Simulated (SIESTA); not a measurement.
InPd under changes of volume

One of the cells (17.513 Å³/atom); the others are scaled copies at fixed shape and fractional positions:

```
CELL_PARAMETERS angstrom
3.27188 0.00000 0.00000
0.00000 3.27188 0.00000
0.00000 0.00000 3.27188
ATOMIC_POSITIONS crystal
In 0.00000 0.00000 0.00000
Pd 0.50000 0.50000 0.50000
```

The cell comes from a database or a generator and needn't be the stable form of this composition.

```yaml
Program: SIESTA 5.4.2
Functional: PBEsol
Potentials_or_basis: PseudoDojo 0.4 standard (PBEsol files)
Basis: DZP (energy shift 0.003 Ry; two zetas on semicore shells)
Grid_cutoff: 800 Ry
Energy_shift: 0.003 Ry
k_mesh: 8 × 8 × 8
Occupations: fermi-dirac, width 0.05 eV
Spin: no spin polarisation
```

| volume (Å³/atom) | energy over the lowest point (meV/atom) | pressure (GPa) |
| --- | --- | --- |
| 16.462 | 15.93 | 7.3 |
| 16.813 | 4.21 | 3.6 |
| 17.163 | 0.00 | 0.3 |
| 17.513 | 2.37 | -2.5 |
| 17.863 | ? | ? |
| 18.214 | 23.59 | -7.0 |
| 18.564 | 40.95 | -8.8 |

Problem. What does the run at 17.863 Å³/atom give?

Solution. Energy over the lowest point 10.48 meV/atom; pressure -4.9 GPa.

Worked out: A Birch-Murnaghan fit of order 3 (a polynomial in V^(-2/3)) to the other rows has its minimum at 17.20 Å³/atom with B0 = V·E''(V) = 145 GPa and B' = 5.8. It gives 10.47 meV/atom at 17.863 Å³/atom, against the run's 10.48, and -dE/dV = -4.9 GPa, against -4.9.

Energies are extrapolated to zero smearing.

Caveats: the basis of atomic orbitals isn't converged, which shifts pressures, moduli and gaps.
